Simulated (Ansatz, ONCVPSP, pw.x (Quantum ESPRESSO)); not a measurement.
**In (Z = 49): one change to the ONCV potential, in the atom and in the fcc crystal**

* Element: In (Z = 49)
* Generator: ONCVPSP 4.0.1.1 (patched build)
* Type: optimised norm-conserving Vanderbilt (ONCV)
* Functional: PBE
* Relativity: scalar-relativistic
* Frozen core: [Kr] 4d10
* Valence charge: 3
* Reference configuration: 5s2 5p1
* Partial waves: 5s: rc 2.10 bohr, ncon 4, nbas 8, qcut 2.7 1/bohr, 3 projectors, debl 3 Ha; 5p: rc 2.80 bohr, ncon 4, nbas 8, qcut 3 1/bohr, 2 projectors, debl 0.6 Ha; d scattering state at 0.22 Ha: rc 2.40 bohr, ncon 4, nbas 7, qcut 4.6 1/bohr, 2 projectors, debl 3 Ha
* Local potential: polynomial inside 1.45 bohr (lpopt 3, dvloc0 2 Ha)
* Core correction: none

Change: s: qcut 2.3; p: qcut 2.5; d: qcut 3.9.

Cutoffs, loose and tight: the cutoffs (Ha) at which the residual kinetic energy of the hardest occupied pseudo-wave falls to 1 and 0.1 mHa per electron. They do not see the model core or the augmentation charge, which bear on the density cutoff. Test errors are all-electron minus pseudo excitation energies from the reference, over the configurations 5s2 5p0; 5s1 5p0; 5s2 5p0.5; 5s0 5p3; variants that change the core or the reference have their own tests.

Crystal test: fcc In in pw.x 7.5, no spin, 12³ k-points, Fermi–Dirac smearing 0.01 Ry, cutoffs set for each file from its atomic test. The reference is all-electron LAPW (Ansatz 0.2.0) with the same functional, mesh and smearing; V0 and B0 come from Birch–Murnaghan fits to the pressures at five volumes. Errors are pseudo minus all-electron; Δ is the rms difference of the E(V) curves that follow from these fits, minima aligned, over ±6 % about the mean V0. Mesh and smearing are coarse, so the numbers serve the comparison and aren't converged zero-temperature values; the lattice is a test structure that the element need not adopt.

All-electron: a0 = 4.791 Å (V0 = 27.50 Å³/atom), B0 = 34.9 GPa.

Problem. Does the change bring the crystal closer to the all-electron result?

Solution. The mean pressure error goes from -3.10 to -2.50 GPa, so the change moves the solid closer to the all-electron pressures. Neither pressure curve crosses zero within the volumes sampled, so no fits are given.

| quantity | base | changed |
| --- | --- | --- |
| outcome (atom) | generated | generated |
| cutoff, loose (atom) | 14 Ha | 28 Ha |
| cutoff, tight (atom) | 36 Ha | 38 Ha |
| bound ghosts (atom) | none | none |
| largest test error (meV) (atom) | +109 | +117 |
| cutoffs in pw.x (Ry) | 85/340 | 90/360 |
| mean pressure error (GPa) | -3.10 | -2.50 |

Base: This is a poor potential for the solid. The generator flags a localised state at positive energy (d at 7 eV). The cutoffs count occupied waves only; projector 3 of the s channel, the hardest unoccupied one, needs 67 Ha at the loose tolerance. Changed file: This is a poor potential for the solid. The generator flags a localised state at positive energy (d at 13 eV).
